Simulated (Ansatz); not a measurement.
BP: equation of state with BLYP+D3(BJ)

**The experiment to reproduce.**

“Equation of state of single-crystal cubic boron phosphide”, 2014, arxiv:1407.1677 reports, for a bulk crystal of BP at 300 K: bulk modulus 179 ± 1 GPa.

Crystal: BP.

```
P B
1.0
     0.00000    2.26900    2.26900
     2.26900    0.00000    2.26900
     2.26900    2.26900    0.00000
P B
1 1
Direct
  0.75000 0.75000 0.75000
  0.00000 0.00000 0.00000
```

```yaml
Program: Ansatz 0.2.0
Task: equation of state
Functional: BLYP
Dispersion: D3(BJ)
Potentials_or_basis: Ansatz PAW
Cutoff: 420 eV
Density_cutoff: 1680 eV
k_mesh: 10 × 10 × 10
Occupations: fermi-dirac, width 0.05 eV
Spin: no spin polarisation
```

```
Equilibrium volume                      : 11.43 Å³/atom
Bulk modulus                            : 167 GPa
Pressure derivative of the bulk modulus : 3.9
```

Energy against volume, from the lowest point:
```csv
volume (Å³/atom),energy (meV/atom)
10.981,9.95
11.214,2.24
11.448,0.00
11.682,2.68
11.915,9.87
12.149,21.10
12.383,36.01
```

All runs of the series together: 6.1 s on 2 threads of Arm Neoverse V1, with other jobs on the host.

A measured bulk modulus of BP is 179 GPa (300 K; “Equation of state of single-crystal cubic boron phosphide”, 2014, arxiv:1407.1677); the calculated 167 GPa misses it by -6.8 %. 3 values of this kind are on record (173 to 179 GPa); this one was drawn at random among those near their median, those with a stated uncertainty first. The fit is for a static lattice scaled at fixed shape and fixed fractional positions.

Caveat: the potentials were made for another functional, which shifts forces and pressure.
